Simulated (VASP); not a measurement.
# SiC3 (R3m) in VASP: further runs

One crystal, SiC3, is run at these levels: r2SCAN, PBE; tasks: single point.

Program: VASP 6.6.1. These are calculated values, not measurements. Logs are shortened: lines on timing, memory, paths and dates and some standing lists are left out, and cuts for length are marked.

### 1 The cell of the first run

It takes space group R3m (No. 160, trigonal). The conventional cell has a = 2.798 Å, b = 2.798 Å, c = 14.043 Å, α = 90.00°, β = 90.00°, γ = 120.00°. C (site symmetry 3m) has 3 C at 1.70 Å and 1 Si at 1.89 Å as nearest neighbours. C (site symmetry 3m) is surrounded by 1 C at 1.54 Å. Around C (site symmetry 3m) lie 4 C at 1.54 to 1.70 Å. Around Si (site symmetry 3m) lie 4 C at 1.77 to 1.89 Å.

The cell was built by a generator and needn't be a form met in nature.

### 2 Single point, r2SCAN (epitaxial_xy strain -1.2%)

POSCAR reads:

```
SiC3
1.0
    1.3988733818      0.8076399235      4.6808463083
   -1.3988733818      0.8076399235      4.6808463083
    0.0000000000     -1.6152798471      4.6808463083
C Si
3 1
Direct
    1.0084232474      0.0084232474      0.0084232474
    0.4885199220      0.4885199220      0.4885199220
    0.3790842956      0.3790842956      0.3790842956
    0.8739725349      0.8739725349      0.8739725349
```

INCAR.step1 reads:

```
ALGO = Normal
EDIFF = 1E-4
ENCUT = 520
GGA = PE
ISMEAR = 0
LASPH = True
LCHARG = False
LREAL = False
LWAVE = True
NBANDS = 16
NELM = 100
PREC = Accurate
SIGMA = 0.01
```

INCAR.step2 reads:

```
ALGO = Normal
EDIFF = 1E-6
ENCUT = 520
ISIF = 2
ISMEAR = 0
ISTART = 1
LASPH = True
LCHARG = True
LELF = True
LMIXTAU = True
LREAL = False
LVHAR = True
LWAVE = False
METAGGA = R2SCAN
NBANDS = 16
NELM = 100
PREC = Accurate
SIGMA = 0.01
```

KPOINTS reads:

```
k-points
0
Gamma
  10 10 10
```

Potentials or basis: VASP PAW PBE potentials, release 64 (C, Si).

Started as:

```sh
> cat potpaw_PBE.64/C/POTCAR potpaw_PBE.64/Si/POTCAR > POTCAR
> cp INCAR.step1 INCAR
> mpirun -np 1 vasp_std > vasp.out
> cp INCAR.step2 INCAR
> mpirun -np 1 vasp_std > vasp.out
```

OUTCAR:

```text
EDIFF = 1E-6
   ENCUT = 520
   ISIF = 2
   ISMEAR = 0
   ISTART = 1
   LASPH = True
   LREAL = False
   METAGGA = R2SCAN
   NELM = 100
   PREC = Accurate

 ion  position               nearest neighbor table
   1  0.008  0.008  0.008-   3 1.70   3 1.70   3 1.70   4 1.89
   2  0.489  0.489  0.489-   3 1.54   4 1.77   4 1.77   4 1.77
   3  0.379  0.379  0.379-   2 1.54   1 1.70   1 1.70   1 1.70
   4  0.874  0.874  0.874-   2 1.77   2 1.77   2 1.77   1 1.89

  LATTYP: Found a trigonal (rhomboedric) cell.
 ALAT       =     4.9517119410
 COS(alpha) =     0.8403841320

  Lattice vectors:

 A1 = (   1.3988733818,   0.8076399235,   4.6808463083)
 A2 = (  -1.3988733818,   0.8076399235,   4.6808463083)
 A3 = (   0.0000000000,  -1.6152798471,   4.6808463083)

Analysis of symmetry for initial positions (statically):
=====================================================================
 Subroutine PRICEL returns:
 Original cell was already a primitive cell.

 Routine SETGRP: Setting up the symmetry group for a
 trigonal (rhombohedral) supercell.

 Subroutine GETGRP returns: Found  6 space group operations
 (whereof  6 operations were pure point group operations)
 out of a pool of 12 trial point group operations.

The static configuration has the point symmetry C_3v.

Analysis of symmetry for dynamics (positions and initial velocities):
=====================================================================
 Subroutine PRICEL returns:
 Original cell was already a primitive cell.

 Routine SETGRP: Setting up the symmetry group for a
 trigonal (rhombohedral) supercell.

 Subroutine GETGRP returns: Found  6 space group operations
 (whereof  6 operations were pure point group operations)
 out of a pool of 12 trial point group operations.

The dynamic configuration has the point symmetry C_3v.

 Subroutine INISYM returns: Found  6 space group operations
 (whereof  6 operations are pure point group operations),
 and found     1 'primitive' translations

----------------------------------------------------------------------------------------

                                     Primitive cell

  volume of cell :      31.7301

  direct lattice vectors                    reciprocal lattice vectors
     1.398873382  0.807639924  4.680846308     0.357430491  0.206362590  0.071212194
    -1.398873382  0.807639924  4.680846308    -0.357430491  0.206362590  0.071212194
     0.000000000 -1.615279847  4.680846308     0.000000000 -0.412725181  0.071212194

  length of vectors
     4.951711941  4.951711941  4.951711941     0.418823652  0.418823652  0.418823652

  position of ions in fractional coordinates (direct lattice)
     0.008423247  0.008423247  0.008423247
     0.488519922  0.488519922  0.488519922
     0.379084296  0.379084296  0.379084296
     0.873972535  0.873972535  0.873972535

  ion indices of the primitive-cell ions
   primitive index   ion index
                 1           1
                 2           2
                 3           3
                 4           4

----------------------------------------------------------------------------------------

 KPOINTS: k-points

Automatic generation of k-mesh.
 Grid dimensions read from file:
 generate k-points for:   10   10   10

 Generating k-lattice:

  Cartesian coordinates                     Fractional coordinates (reciprocal lattice)
     0.035743049  0.020636259  0.007121219     0.100000000  0.000000000  0.000000000
    -0.035743049  0.020636259  0.007121219     0.000000000  0.100000000  0.000000000
     0.000000000 -0.041272518  0.007121219     0.000000000  0.000000000  0.100000000

  Length of vectors
     0.041882365  0.041882365  0.041882365

  Shift w.r.t. Gamma in fractional coordinates (k-lattice)
     0.000000000  0.000000000  0.000000000

 Subroutine IBZKPT returns following result:
 ===========================================

 Found    116 irreducible k-points:

 Following reciprocal coordinates:
            Coordinates               Weight
  0.000000  0.000000  0.000000      1.000000
  0.100000  0.000000  0.000000      6.000000
  0.200000  0.000000  0.000000      6.000000
  0.300000  0.000000  0.000000      6.000000
  0.400000  0.000000 -0.000000      6.000000
  0.500000  0.000000 -0.000000      3.000000
[... 16 lines left out ...]
  0.300000  0.300000  0.000000      6.000000
  0.400000  0.300000 -0.000000     12.000000
 [... further k-points ...]
   k-points           NKPTS =    116   k-points in BZ     NKDIM =    116   number of bands    NBANDS=     16
   number of dos      NEDOS =    301   number of ions     NIONS =      4
   total plane-waves  NPLWV =  64000
   dimension x,y,z NGX =    40 NGY =   40 NGZ =   40
   dimension x,y,z NGXF=    80 NGYF=   80 NGZF=   80
   ions per type =               3   1
   NGX,Y,Z   is equivalent  to a cutoff of  13.43, 13.43, 13.43 a.u.
   NGXF,Y,Z  is equivalent  to a cutoff of  26.86, 26.86, 26.86 a.u.
 SYSTEM =  unknown system
   PREC   = accura    normal or accurate (medium, high low for compatibility)
   ISTART =      1    job   : 0-new  1-cont  2-samecut
   ICHARG =      0    charge: 1-file 2-atom 10-const
   ISPIN  =      1    spin polarized calculation?
   LNONCOLLINEAR =      F non collinear calculations
   LSORBIT =      F    spin-orbit coupling
   LASPH  =      T    aspherical Exc in radial PAW
   ENCUT  =  520.0 eV  38.22 Ry    6.18 a.u.   9.21  9.21  9.21*2*pi/ulx,y,z
   NELM   =    100;   NELMIN=  2; NELMDL=  0     # of ELM steps
   EDIFF  = 0.1E-05   stopping-criterion for ELM
   LREAL  =      F    real-space projection
   EDIFFG = 0.1E-04   stopping-criterion for IOM
   NSW    =      0    number of steps for IOM
   IBRION =     -1    ionic relax: 0-MD 1-quasi-New 2-CG
   NFREE  =      0    steps in history (QN), initial steepest desc. (CG)
   ISIF   =      2    stress and relaxation
   ISYM   =      2    0-nonsym 1-usesym 2-fastsym
   POTIM  = 0.5000    time-step for ionic-motion
   TEBEG  =    0.0;   TEEND  =   0.0 temperature during run
   PSTRESS=    0.0 pullay stress
   NELECT =      16.0000    total number of electrons
   NUPDOWN=      -1.0000    fix difference up-down
   EMIN   =  10.00;   EMAX   =-10.00  energy-range for DOS
   EFERMI =   0.00;   METHOD = LEGACY
   ISMEAR =     0;   SIGMA  =   0.01  broadening in eV -4-tet -1-fermi 0-gaus
   EFERMI_NEDOS =   21; number of points for ismear=-14 and -15
   IALGO  =     38    algorithm
   IMIX   =      4    mixing-type and parameters
     AMIX     =   0.40;   BMIX     =  1.00
     AMIX_MAG =   1.60;   BMIX_MAG =  1.00
  volume/ion in A,a.u.               =       7.93        53.53
  Fermi-wavevector in a.u.,A,eV,Ry     =   1.303039  2.462387 23.101491  1.697912
  Thomas-Fermi vector in A             =   2.434068
   LORBIT       =      0    0 simple, 1 ext, 2 COOP (PROOUT), +10 PAW based schemes
   METAGGA = R2SCAN    functional components
   LHFCALC =     F    Hartree Fock is set to
   AEXX    =    0.0000 exact exchange contribution
   IVDW    =     0    specifies the selected vdW correction
   LEPSILON=     F    determine dielectric tensor
   LRPA    =     F    only Hartree local field effects (RPA)
 non-spin polarized calculation
 Gauss-broadening in eV      SIGMA  =   0.01
  energy-cutoff  :      520.00
  volume of cell :       31.73
 maximum number of plane-waves:       866
 NGX is ok and might be reduce to    40
   NGX = 19   NGY = 19   NGZ = 19

 number of electron      16.0000000 magnetization

 Free energy of the ion-electron system (eV)
  ---------------------------------------------------
  ext. energy  EPLUGINS =         0.00000000
  ---------------------------------------------------
  free energy    TOTEN  =       -36.67635035 eV

  energy without entropy =      -36.67635035  energy(sigma->0) =      -36.67635035

 E-fermi :   9.4824     XC(G=0): -12.8583

 val. band max:        9.4371109047   @ k =   0.0000   0.0000   0.0000
 cond. band min:      11.1538258590   @ k =   0.5000   0.5000  -0.0000
 fundamental gap:      1.7167149543
 Fermi energy:         9.4823611296

 k-point     1 :       0.0000    0.0000    0.0000
  band No.  band energies     occupation
      1     -10.3557      2.00000
      2      -5.4987      2.00000
      3      -2.6333      2.00000
      4       6.4530      2.00000
      5       6.4530      2.00000
      6       8.2924      2.00000
[... 8 lines left out ...]
     15      18.8444      0.00000
     16      23.7454      0.00000

 k-point     2 :       0.1000    0.0000    0.0000
  band No.  band energies     occupation
      1     -10.1414      2.00000
      2      -5.3433      2.00000
      3      -2.4042      2.00000
      4       5.4001      2.00000
      5       6.1478      2.00000
      6       7.9920      2.00000
[... 8 lines left out ...]
     15      19.4846      0.00000
     16      24.1329      0.00000

 k-point     3 :       0.2000    0.0000    0.0000
  band No.  band energies     occupation
      1      -9.5060      2.00000
      2      -4.8856      2.00000
      3      -1.7684      2.00000
      4       3.2504      2.00000
      5       5.4670      2.00000
      6       6.2584      2.00000
[... 8 lines left out ...]
     15      20.7170      0.00000
     16      22.9123      0.00000

 k-point     4 :       0.3000    0.0000    0.0000
  band No.  band energies     occupation
      1      -8.4794      2.00000
      2      -4.1986      2.00000
      3      -1.0666      2.00000
      4       1.3009      2.00000
      5       3.9961      2.00000
      6       4.7800      2.00000
[... 8 lines left out ...]
     15      21.5656      0.00000
     16      22.5784      0.00000
[... 324 lines left out ...]
 k-point    22 :      -0.2000    0.2000    0.0000
  band No.  band energies     occupation
      1      -7.9458      2.00000
      2      -3.4075      2.00000
      3      -1.3272      2.00000
      4       1.4527      2.00000
      5       2.8570      2.00000
      6       3.7339      2.00000
[... 8 lines left out ...]
     15      21.2037      0.00000
     16      21.9029      0.00000

 k-point    23 :       0.3000    0.3000    0.0000
  band No.  band energies     occupation
      1      -8.3637      2.00000
      2      -4.6781      2.00000
      3      -0.6488      2.00000
      4       1.5963      2.00000
      5       3.4130      2.00000
      6       4.5314      2.00000
[... 8 lines left out ...]
     15      22.5381      0.00000
     16      23.2585      0.00000

 k-point    24 :       0.4000    0.3000   -0.0000
  band No.  band energies     occupation
      1      -7.5653      2.00000
      2      -4.1725      2.00000
      3      -1.0023      2.00000
      4       1.1296      2.00000
      5       2.8691      2.00000
      6       3.6485      2.00000
[... 8 lines left out ...]
     15      22.8566      0.00000
     16      23.5947      0.00000

 [... further k-points ...]

------------------------ aborting loop because EDIFF is reached ----------------------------------------

  FORCE on cell =-STRESS in cart. coord.  units (eV):
  Direction    XX          YY          ZZ          XY          YZ          ZX
  --------------------------------------------------------------------------------------
  -------------------------------------------------------------------------------------
  Total        1.7048841      1.7048841     -0.0398227      0.0000000      0.0000000      0.0000000
  in kB       86.0862157     86.0862157     -2.0108034      0.0000000      0.0000000      0.0000000
  external PRESSURE =      56.7205427 kB  Pullay stress =       0.0000000 kB

 VOLUME and BASIS-vectors are now :
 -----------------------------------------------------------------------------
  energy-cutoff  :      520.00
  volume of cell :       31.73
      direct lattice vectors                 reciprocal lattice vectors
     1.398873382  0.807639924  4.680846308     0.357430491  0.206362590  0.071212194
    -1.398873382  0.807639924  4.680846308    -0.357430491  0.206362590  0.071212194
     0.000000000 -1.615279847  4.680846308     0.000000000 -0.412725181  0.071212194

 POSITION                                       TOTAL-FORCE (eV/Angst)
 -----------------------------------------------------------------------------------
      0.00000     -0.00000      0.11828         0.000000      0.000000     -0.036016
      0.00000     -0.00000      6.86006         0.000000     -0.000000      0.084945
      0.00000     -0.00000      5.32331         0.000000      0.000000     -0.020917
      0.00000     -0.00000     12.27279         0.000000      0.000000     -0.028012
 -----------------------------------------------------------------------------------
    total drift:                               -0.000000      0.000000      0.000135

  FREE ENERGIE OF THE ION-ELECTRON SYSTEM (eV)
  ---------------------------------------------------
  free  energy   TOTEN  =       -36.6763503537 eV

  energy  without entropy=      -36.6763503537  energy(sigma->0) =      -36.67635035
```

Wall time 5.7 min (1 thread of Intel Xeon Platinum 8488C (Sapphire Rapids), shared host); peak memory 0.27 GiB.

Results:

- Free energy: -36.6764 eV
- Pressure: 5.7 GPa
- Largest force: 0.085 eV/Å
- Band gap on the k mesh: 1.72 eV, indirect (least direct gap 3.49 eV)

Forces on the atoms (eV/Å):
```
C    0.000  0.000 -0.036
C    0.000  0.000  0.085
C    0.000  0.000 -0.021
Si   0.000  0.000 -0.028
```

Stress tensor (GPa, compression positive):
```
 8.61  0.00  0.00
 0.00  8.61  0.00
 0.00  0.00 -0.20
```

Levels at points of the mesh, in eV from the valence-band top:
```tsv
k point	band 6	band 7	band 8	band 9	band 10	band 11
(0.00, 0.00, 0.00)	-1.14	0.00	0.00	4.41	4.96	5.13
(0.50, 0.00, 0.00)	-5.44	-5.30	-2.59	3.56	4.50	6.63
(0.50, 0.50, 0.00)	-5.62	-2.64	-1.78	1.72	2.92	6.97
(0.50, 0.50, 0.50)	-2.90	-0.34	-0.34	4.47	5.73	5.73
```

Caveat: the PAW data sets were made with another functional, which shifts forces and pressure a little. A k mesh can miss the band edges.

### 3 Single point, PBE (epitaxial_xy strain -1.2%)

INCAR reads:

```
PREC = Accurate
ENCUT = 520
EDIFF = 1E-6
ISMEAR = -1
SIGMA = 0.02
LREAL = False
LASPH = True
NELM = 100
ALGO = Fast
ISIF = 2
LWAVE = False
LCHARG = False
GGA = PE
NBANDS = 16
```

KPOINTS reads:

```
Automatic mesh
0
Gamma
  10 10 10
```

POSCAR is that of step 2.

Potentials or basis: VASP PAW PBE potentials, release 64 (C, Si).

Started as:

```sh
> cat potpaw_PBE.64/C/POTCAR potpaw_PBE.64/Si/POTCAR > POTCAR
> mpirun -np 1 vasp_std > vasp.out
```

Wall time 2.3 min (1 thread of Intel Xeon Platinum 8488C (Sapphire Rapids), shared host); peak memory 0.26 GiB.

The run converged. Its results:

| Quantity | Value |
| --- | --- |
| Free energy | -31.0084 eV |
| Pressure | 9.0 GPa |
| Largest force | 0.332 eV/Å |
| Band gap on the k mesh | 1.40 eV, indirect (least direct gap 3.09 eV) |

Forces on the atoms (eV/Å):
```
C    0.000  0.000  0.211
C    0.000  0.000 -0.332
C    0.000  0.000 -0.138
Si   0.000  0.000  0.259
```

Stress tensor (GPa, compression positive):
```
11.42  0.00  0.00
 0.00 11.42  0.00
 0.00  0.00  4.10
```

Levels at points of the mesh, in eV from the valence-band top:
```
           k point  band 6  band 7  band 8  band 9  band 10  band 11
(0.00, 0.00, 0.00)   -1.13    0.00    0.00    4.18     4.60     4.77
(0.50, 0.00, 0.00)   -5.21   -5.10   -2.45    3.23     4.08     6.10
(0.50, 0.50, 0.00)   -5.40   -2.51   -1.69    1.40     2.68     6.51
(0.50, 0.50, 0.50)   -2.82   -0.32   -0.32    4.25     5.33     5.33
```

A k mesh can miss the band edges.

(Continued in part 2 of 2.)
